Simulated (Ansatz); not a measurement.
# Li2S: the crystal squeezed far

An exercise on one series of results from a longer session: the logs are not shown, and one member is left open.

The COD entry's cell or inner coordinates are ideal or old and differ from later refinements, so a difference from it is no clean test against experiment.

Program: Ansatz 0.2.0. Level of theory: DFT, PBEsol, PAW with Ansatz's default frozen-core files, scalar-relativistic. These are calculated values, not measurements.

1 further run of the same task is left out (set aside as unsound or not needed). Runs told in other sessions of the task aren't counted.

### The starting structure

Symmetry: Fm-3m, No. 225, cubic system. The conventional cell has a = 5.689 Å, b = 5.689 Å, c = 5.689 Å, α = 90.00°, β = 90.00°, γ = 90.00°. Li (site symmetry -43m) has 4 S at 2.46 Å in its first shell of neighbours. S (site symmetry m-3m) is surrounded by 8 Li at 2.46 Å.

Coordinates:

```
CELL_PARAMETERS angstrom
0.00000 2.84450 2.84450
2.84450 0.00000 2.84450
2.84450 2.84450 0.00000
ATOMIC_POSITIONS crystal
Li 0.25000 0.25000 0.25000
Li 0.75000 0.75000 0.75000
S 0.00000 0.00000 0.00000
```

Whether this phase is the stable one at these pressures isn't tested.

Atoms are numbered in the order of the input: Li1, Li2, S3.

Set-up of the first run:

File input.yaml:

```yaml
crystal:
  lattice:
    - [0.0, 2.8445, 2.8445]
    - [2.8445, 0.0, 2.8445]
    - [2.8445, 2.8445, 0.0]
  atoms:
    - { symbol: Li, position: [0.25, 0.25, 0.25] }
    - { symbol: Li, position: [0.75, 0.75, 0.75] }
    - { symbol: S, position: [0.0, 0.0, 0.0] }
kpoints:
  mp_grid: { grid: [9, 9, 9] }
scf:
  occupations: { method: fermi_dirac, width: 0.03 }
hamiltonian:
  xc: pbesol
  pseudopotentials: { kind: paw }
output:
  forces: true
  stress: true
relax:
  f_tol: 0.01
  max_steps: 30
```

Run with:

```bash
$ ansatz run input.yaml --threads 1 --pin off --max-ram 3072MiB --backend cpu --events-out ev --progress --plain --runs-dir out
```

Steps of the session up to this table: Atoms relaxed at the given volume, PAW; Volume scaled by 1, PAW; Atoms relaxed at 0.75 of the volume, PAW; Volume scaled by 0.75, PAW; Atoms relaxed at 0.45 of the volume, PAW; Volume scaled by 0.45, PAW; Atoms relaxed at 0.4 of the volume, PAW; Volume scaled by 0.4, PAW.

One of the session's tables, all rows but one given; the rest of the session is left out.

```
method  volume over the first  volume (Å³/atom)  pressure (GPa)  gap (eV)
   PAW                      1            15.344           -0.73      3.22
   PAW                   0.75            11.508           19.10      2.87
   PAW                   0.45             6.905          146.70      1.37
   PAW                    0.4                 ?               ?         ?
```

**Question.** Estimate the row for PAW, 0.4.

**Answer.** volume (Å³/atom): 6.137; pressure (GPa): 210.62; gap (eV): 0.85. In the column «volume (Å³/atom)» it is the lowest.

To keep in mind: Warnings in the runs' records: stress scf threshold loose.
